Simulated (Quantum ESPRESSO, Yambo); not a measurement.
# AgBr (Fm-3m): G0W0 with Yambo, start to end, part 3 of 3

How does a plane-wave GW calculation on AgBr (Fm-3m) run from the first input to the gap?

Quantum ESPRESSO 7.5 and Yambo 5.3.0; PBE and many-body steps on it, plane waves. Known limits of the many-body steps: not at the basis limit; d shell near the gap, gap tends to lie low; no spin-orbit coupling; coarse k mesh.

So far. Step 3 (Bands along the symmetry lines): The gap is 0.672 eV, as in the run before at this level. Step 4 (Empty states on the mesh, 4×4×4 mesh, 316 bands): On this mesh the gap is 0.672 eV.

The database entry behind the starting cell differs from later determinations by our own check (about 0.6 % short of the room-temperature cell), so it need not match the best structure at ambient conditions.

### 6. Screening and self-energy, 4×4×4 mesh, 316 bands, screening to 217.7 eV

Now the one-shot GW correction: screening in the RPA, then the self-energy of the levels asked for.

This step: G0W0 on PBE, plane waves, norm-conserving pseudopotentials.

The input, gw3.in:

```
HF_and_locXC
gw0
dyson
ppa
em1d
rim_cut
RandQpts= 1000000
RandGvec= 1 RL
EXXRLvcs= 74 Ry
VXCRLvcs= 296 Ry
Chimod= "HARTREE"
% BndsRnXp
 1 | 316 |
%
NGsBlkXp= 16 Ry
% LongDrXp
 1 | 1 | 1 |
%
% GbndRnge
 1 | 316 |
%
DysSolver= "n"
ExtendOut
PPAPntXp= 27.21138 eV
% QPkrange
 3 | 3 | 12 | 15 |
 1 | 1 | 12 | 15 |
%
```

The run is started by

```
> OMP_NUM_THREADS=1 mpirun -n 4 yambo -F gw3.in -J gw3 -C gw3 > gw3.log
```

What it wrote:

```text
 Yambo, version 5.3.0

 [02] CORE Variables Setup
 =========================

  [... cell, symmetries and grids as in the set-up ...]

  [02.05] Energies & Occupations
  ==============================

  [X] === General ===
  [X] Electronic Temperature                        :  0.000000  0.000000 [eV K]
  [X] Bosonic    Temperature                        :  0.000000  0.000000 [eV K]
  [X] Finite Temperature mode                       : no
  [X] El. density                                   :  0.54983E+24 [cm-3]
  [X] Fermi Level                                   :  8.244730 [eV]

  [X] === Gaps and Widths ===
  [X] Conduction Band Min                           :  0.672137 [eV]
  [X] Valence Band Max                              :  0.000000 [eV]
  [X] Filled Bands                                  :  13
  [X] Empty Bands                                   :   14  316
  [X] Direct Gap                                    :  2.604052 [eV]
  [X] Direct Gap localized at k                     :  1
  [X] Indirect Gap                                  :  0.672137 [eV]
  [X] Indirect Gap between kpts                     :  3  1
  [X] Last valence band width                       :  2.284236 [eV]
  [X] 1st conduction band width                     :  4.310377 [eV]

 [03] Transferred momenta grid and indexing
 ==========================================

 IBZ Q-points                                      :   8
 BZ  Q-points                                      :   64

 K/Q-points units:
 rlu = crystal or reduced units; cc = cartesian coordinates; iku = interal k-units

 Q [1]          [rlu]:  0.000000  0.000000  0.000000
 Q [2]          [rlu]:  0.11377E-17  0.11377E-17  0.25000
 Q [3]          [rlu]: -0.22755E-17 -0.22755E-17 -0.50000
 Q [4]          [rlu]: -0.11010E-17  0.25000      0.25000
 Q [5]          [rlu]:  0.15016E-16  0.25000      0.50000
 Q [6]          [rlu]: -0.22755E-17  0.25000     -0.25000
 Q [7]          [rlu]:  0.22019E-17 -0.50000     -0.50000
 Q [8]          [rlu]:  0.250000 -0.500000 -0.250000

 [04] Coloumb potential Random Integration (RIM)
 ===============================================

  [04.01] RIM initialization
  ==========================

  * Diagonal components only detected *

  8 x (sBL volume)        :  0.097165 [a.u.]
  sBZ random points       :  1000000
  Points outside the sBZ  :   7968281
  RL volume               :  0.777319 [a.u.]
  Integrated volume       :  0.780413 [a.u.]

  [04.02] RIM integrals
  =====================

  Gamma point sphere radius             :  0.083391 [a.u.]
  Points outside the sphere             :   800476
  [Int_sBZ(q=0) 1/q^2]*(Vol_sBZ)^(-1/3) =:  7.776341
                                 should be <:  7.795600

  Summary of Coulomb integrals for non-metallic bands |Q|[au] RIM/Bare

  Q [1] 0.100000E-4 0.997530 * Q [2] 0.250811 1.068455
  Q [4] 0.289612 1.066792 * Q [6] 0.409573 1.029758
  Q [5] 0.480267 1.022667 * Q [3] 0.501623 1.020719
  Q [7] 0.579224 1.017590 * Q [8] 0.647592 1.014588

 [05] Dipoles
 ============

  [05.01] Setup: observables and procedures
  =========================================

 [06] Dynamic Dielectric Matrix (PPA)
 ====================================

 [WR./gw3//ndb.pp]---------------------------------------------------------------
  Brillouin Zone Q/K grids (IBZ/BZ)                :    8   64    8   64
  RL vectors                                       :   4279 [WF]
  Coulomb cutoff potential                         : none
  Electronic Temperature                           :  0.000000 [K]
  Bosonic    Temperature                           :  0.000000 [K]
  PPA    diel. fun.  energies                      : Perdew, Burke & Ernzerhof(X)+Perdew, Burke & Ernzerhof(C)
  wavefunctions                                    : Perdew, Burke & Ernzerhof(X)+Perdew, Burke & Ernzerhof(C)
  Global Gauge                                     : length
  X matrix size                                    :   339
  X band range                                     :    1  316
  X e/h energy range                               : -1.000000 -1.000000 [eV]
  X Time ordering                                  : R
  X Hxc Kernel                                     : HARTREE
  X Drude frequency                                :  0.000000  0.000000
  X poles                                          :  100.0000 [o/o]
  RL vectors in the sum                            :   4279
  [r,Vnl] included                                 : yes
  Field direction                                  :  0.577350E-5  0.577350E-5  0.577350E-5
  BZ energy Double Grid                            : no
  BZ energy DbGd points                            : 0
  BZ Q point size factor                           : -1.000000
  X Optical Averaged directions                    : none

 [07] Local Exchange-Correlation + Non-Local Fock
 ================================================

 [VXC] Plane waves :  27317
 [EXS] Plane waves :   3527

 QP @ state[ 1 ] K range:  1  1
 QP @ state[ 1 ] b range:  12  15
 QP @ state[ 2 ] K range:  3  3
 QP @ state[ 2 ] b range:  12  15

 [xc] Functional : Perdew, Burke & Ernzerhof(X)+Perdew, Burke & Ernzerhof(C)
 [xc] LIBXC used to calculate xc functional
  PP Number of Atomic Species                      :  2
  NLCC RL compoments                               :  27317
  PP Number of Atomic Species                      :  2
  NLCC RL compoments                               :  27317

 [xc] E_xc :  -16.63987 [Ha]
      E_xc :  -33.27974 [Ry]

  Local XC kind (lXC) : Perdew, Burke & Ernzerhof(X)+Perdew, Burke & Ernzerhof(C)
  Non-Local XC kind (nlXC) : Hartree-Fock

  Corrections @ K [1] :  [eV]
 <12|nlXC|12> = -16.64842  0.21474E-16 <12|lXC|12> = -13.22152 -0.11801E-16
 <13|nlXC|13> = -16.64838  0.14495E-16 <13|lXC|13> = -13.22152 -0.18882E-15
 <14|nlXC|14> = -6.572430 -0.27635E-17 <14|lXC|14> = -10.60462  0.99809E-19
 <15|nlXC|15> = -6.577354 -0.89557E-20 <15|lXC|15> = -11.43058  0.47210E-16

  Corrections @ K [3] :  [eV]
 <12|nlXC|12> = -24.02059 -0.65125E-17 <12|lXC|12> = -19.82563  0.47205E-16
 <13|nlXC|13> = -24.02059 -0.20069E-16 <13|lXC|13> = -19.82563  0.33045E-15
 <14|nlXC|14> = -4.814695 -0.24213E-17 <14|lXC|14> = -8.807985  0.94403E-16
 <15|nlXC|15> = -7.304298 -0.26806E-18 <15|lXC|15> = -13.32792  0.76763E-16

 [08] Dyson equation: Newton solver
 ==================================

  [08.01] G0W0 (W PPA)
  ====================

  [  GW  ] Bands range     :    1  316
  [GW/PPA] G damping       :  0.100000 [eV]

  QP @ state[ 1 ] K range:  1  1
  QP @ state[ 1 ] b range:  12  15
  QP @ state[ 2 ] K range:  3  3
  QP @ state[ 2 ] b range:  12  15

   Sc/G bands                                       :    1  316
   Sc/G damping                                     :  0.100000 ev
   Sc bands terminator                              : no
   Sx RL components                                 :   3527

   QP @ state[ 1 ] K range                          :  1  1
   QP @ state[ 1 ] b range                          :  12  15
   QP @ state[ 2 ] K range                          :  3  3
   QP @ state[ 2 ] b range                          :  12  15
   GF energies kind                                 : Perdew, Burke & Ernzerhof(X)+Perdew, Burke & Ernzerhof(C)
   GF WF`s kind                                     : Perdew, Burke & Ernzerhof(X)+Perdew, Burke & Ernzerhof(C)
   Xs energies kind                                 : Perdew, Burke & Ernzerhof(X)+Perdew, Burke & Ernzerhof(C)
   Xs WF`s kind                                     : Perdew, Burke & Ernzerhof(X)+Perdew, Burke & Ernzerhof(C)

 [11] Game Over & Game summary
```

The job ended after 5.9 min (4 MPI ranks of Arm Neoverse V1, shared host; peak memory 2.2 GiB).

This step gave:

| Quantity | Value |
| --- | --- |
| G0W0 gap on the points computed | 1.728 eV |
| starting gap on the mesh | 0.6721 eV |
| k of the valence top | 0, 0, -0.5 |
| k of the conduction bottom | 0, 0, 0 |
| least direct G0W0 gap on the computed points | 3.845 eV |
| Z at the valence top | 0.7979 |
| Z at the conduction bottom | 0.8265 |

The gap on the mesh goes from 0.67 eV to 1.73 eV, a correction of +1.06 eV.

Limits: finite bands, cutoff and mesh; d shell near the gap, gap tends to lie low; no spin-orbit coupling; coarse k mesh. v1 is the top filled band, c1 the lowest empty one. Levels before and after the correction, in eV, zero at the valence-band top of each column:

|  | conduction bottom | valence top |
| --- | --- | --- |
| Kohn-Sham | 0.67 | 0.00 |
| G0W0 | 1.73 | 0.00 |

|  | level | energy (eV) |
| --- | --- | --- |
| Kohn-Sham | Γ v2-v1 | -1.932 |
| Kohn-Sham | Γ c1 | 0.672 |
| Kohn-Sham | Γ c2 | 9.927 |
| Kohn-Sham | (0 0 -0.5) v2-v1 | 0.000 |
| Kohn-Sham | (0 0 -0.5) c1 | 3.739 |
| Kohn-Sham | (0 0 -0.5) c2 | 6.595 |
| G0W0 | Γ v2-v1 | -2.117 |
| G0W0 | Γ c1 | 1.728 |
| G0W0 | Γ c2 | 11.153 |
| G0W0 | (0 0 -0.5) v2-v1 | 0.000 |
| G0W0 | (0 0 -0.5) c1 | 4.668 |
| G0W0 | (0 0 -0.5) c2 | 8.055 |

### 7. Where the time went

Times are wall times on the hardware named with each run, good to a factor of about two.

| step | time | share | memory (GiB) |
| --- | --- | --- | --- |
| ground state | 5.3 s | 1 % | 0.25 |
| bands along the symmetry lines | 4.9 s | 1 % | 0.22 |
| empty states on the mesh | 31 s | 8 % | 0.6 |
| conversion and set-up | 2.5 s | 1 % | 0.25 |
| screening and self-energy | 5.9 min | 89 % | 2.2 |

### 8. Results

| Item | Value |
| --- | --- |
| PBE gap | 0.67 eV, indirect |
| G0W0 gap on the mesh | 1.73 eV |
| GW settings | 4×4×4 mesh, 316 bands, screening to 217.7 eV, Godby-Needs plasmon pole |
| known limits | not at the basis limit; d shell near the gap, gap tends to lie low; no spin-orbit coupling; coarse k mesh |

In words: G0W0 moves the gap on the mesh from 0.67 eV to 1.73 eV (+1.06 eV), with Z of 0.80 and 0.83 at the edges. Only 2 of the mesh's irreducible points were corrected, so a valley elsewhere could overtake. The dearest step here is «screening and self-energy». Bands and cutoff are finite, so the gap is not at the basis limit. The miss can reach some tenths of an eV and take either sign; the mesh is an error of its own. In the G0W0 run levels were corrected at 2 k points alone, so a gap called «on the mesh» is the least over those, and an edge elsewhere would be missed. The 4×4×4 mesh is coarse for this cell, which bears on the long-range parts of exchange and screening. A d shell, filled or nearly so, lies near the gap. One-shot GW converges very slowly in bands there, not always from below, and on a semilocal start the gap tends to come out low; starts rich in exact exchange can overshoot instead. The many-body steps are scalar-relativistic: spin-orbit coupling is not in them.

[Paths, hosts, dates, memory and timing lines, banners, echoed tables and standing remarks are left out of the program output.]

[Logs are printed without paths, hosts, clocks, repeated set-up lines and the standing remarks that a program may print on its own settings, such as how far it seeks lower states.]

[Runs of the session that timed out or met a known fault of the program may be left out.]

[Hosts, paths, dates, database ids (printed as entryN), source tags and the programs' standing remarks are cut or masked in the printed files.]
